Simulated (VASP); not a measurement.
WC (Qusongite), 2 atoms in the cell. The structure is hexagonal, space group P-6m2 (No. 187). Conventional cell: a = 2.907 Å, b = 2.907 Å, c = 2.837 Å, α = 90.00°, β = 90.00°, γ = 120.00°. Around W (site symmetry -6m2) lie 6 C at 2.20 Å. Around C (site symmetry -6m2) lie 6 W at 2.20 Å. 

- Program: VASP 6.6.1
- Task: single point
- Functional: PBE
- Potentials or basis: VASP PAW PBE potentials, release 64 (W_sv, C)
- Cutoff: 520 eV
- k mesh: 10 × 10 × 9
- Occupations: gaussian, width 0.012 eV
- Spin: no spin polarisation
- Further INCAR settings: ALGO = Normal; EDIFF = 1e-06

Potentials or basis: VASP PAW PBE potentials, release 64 (W_sv, C).

Launch:

```sh
$ cat potpaw_PBE.64/W_sv/POTCAR potpaw_PBE.64/C/POTCAR > POTCAR
$ mpirun -np 1 vasp_std > vasp.out
```

Hardware: 1 thread of Intel(R) Xeon(R) Platinum 8559C (Emerald Rapids), with other jobs on the host.

Problem. How long does it take, and how much memory?

Solution. Run time: 8.7 s on 1 thread of Intel(R) Xeon(R) Platinum 8559C (Emerald Rapids), on a shared host, peak memory 0.15 GiB. Counts: scf iterations 13, k points 70.
